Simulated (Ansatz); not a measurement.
# Bi2Te3: band gap under strain

Aim: follow the gap of Bi2Te3 built on the tetradymite prototype through these states: +2.0 % biaxial strain in x and y, free along z. The table at the end shows which levels were run.

The runs shown are made with Ansatz 0.2.0. PAW datasets, plane waves. (Simulation; spin polarisation is off.)

**1. Starting point**

The unstrained cell was relaxed with r2SCAN+rVV10; in each strained cell the atoms were relaxed again with r2SCAN+rVV10. Names of k-points are those of the unstrained zone, where strain can split equivalent points. First state: +2.0 % biaxial strain in x and y, free along z.

The symmetry is R-3m (No. 166, trigonal); a = 4.479 Å, c = 30.664 Å in the conventional setting, 35.52 Å³ an atom. Bi has 6 Te at 3.08–3.27 Å; Te has 3 Bi at 3.08 Å; Te has 6 Bi at 3.27 Å.

The structure in full:

```cif
data_structure
_symmetry_space_group_name_H-M 'R-3m:H'
_symmetry_Int_Tables_number 166
_cell_length_a 4.4793
_cell_length_b 4.4793
_cell_length_c 30.6642
_cell_angle_alpha 90.000
_cell_angle_beta 90.000
_cell_angle_gamma 120.000
_cell_volume 532.82
loop_
_atom_site_label
_atom_site_type_symbol
_atom_site_symmetry_multiplicity
_atom_site_Wyckoff_symbol
_atom_site_fract_x
_atom_site_fract_y
_atom_site_fract_z
_atom_site_occupancy
Bi1 Bi 6 c 0.33333 0.66667 0.06531 1
Te1 Te 6 c 0.00000 0.00000 0.21340 1
Te2 Te 3 a 0.00000 0.00000 0.00000 1
```

From earlier runs on the unstrained cell: PBE 0.44 eV, r2SCAN 0.70 eV, HSE06 0.84 eV, r2SCAN+SOC 0.13 eV; a = 4.391 Å, c = 31.361 Å.

**2. +2.0 % biaxial strain in x and y, free along z: PBE**

input.yaml reads:

```yaml
crystal:
  lattice:
    - [2.2396401186, 1.2930568254, 10.2213947812]
    - [-2.2396401186, 1.2930568254, 10.2213947812]
    - [0.0, -2.5861136507, 10.2213947812]
  atoms:
    - { symbol: Bi, position: [0.3986432507, 0.3986432507, 0.3986432507] }
    - { symbol: Bi, position: [0.6013567493, 0.6013567493, 0.6013567493] }
    - { symbol: Te, position: [0.2133953579, 0.2133953579, 0.2133953579] }
    - { symbol: Te, position: [0.7866046421, 0.7866046421, 0.7866046421] }
    - { symbol: Te, position: [0.0, 0.0, 0.0] }
kpoints:
  mp_grid: { grid: [8, 8, 8] }
  band_path:
    path:
      - [0.0, 0.0, 0.0]
      - [0.5, 0.5, 0.5]
      - [0.8235290352, 0.1764709648, 0.5]
      - [0.5, -0.1764709648, 0.1764709648]
      - [0.5, 0.0, 0.0]
      - [0.3382354824, -0.3382354824, 0.0]
      - [0.6617645176, 0.0, 0.3382354824]
      - [0.5, 0.0, 0.5]
    npoints: 1
hamiltonian:
  xc: pbe
scf:
  occupations: { method: fermi_dirac, width: 0.02 }
  n_extra_bands: 5
output:
  forces: true
  stress: true
  eigenvalues: true
```

The run is started by

```bash
> ansatz run input.yaml --threads 2 --pin off --max-ram 20275MiB --backend cpu --events-out ev --progress --plain --runs-dir out
```

Further steps of the session: +2.0 % biaxial strain in x and y, free along z: r2SCAN; +2.0 % biaxial strain in x and y, free along z: HSE06; +2.0 % biaxial strain in x and y, free along z: r2SCAN+SOC.

What does the calculation give?

**Answer**, as computed:

Least gap in eV (negative: overlap), with the change from the unstrained cell in brackets:

```
                                         state  volume change (%)           PBE        r2SCAN         HSE06
+2.0 % biaxial strain in x and y, free along z               +1.7  0.28 (-0.16)  0.51 (-0.19)  0.66 (-0.18)
```

What this shows: The HSE06 gap moves by -0.175 eV under +2.0 % biaxial strain in x and y, free along z. PBE and HSE06 differ by 0.39 eV on the unstrained gap, and by at most 0.01 eV on its change: PBE follows the response to strain far better than the gap itself. Spin-orbit coupling is left out of the table, though the cell holds Bi (Z = 83); in an element this heavy it can shift bands and gaps by tenths of an eV.
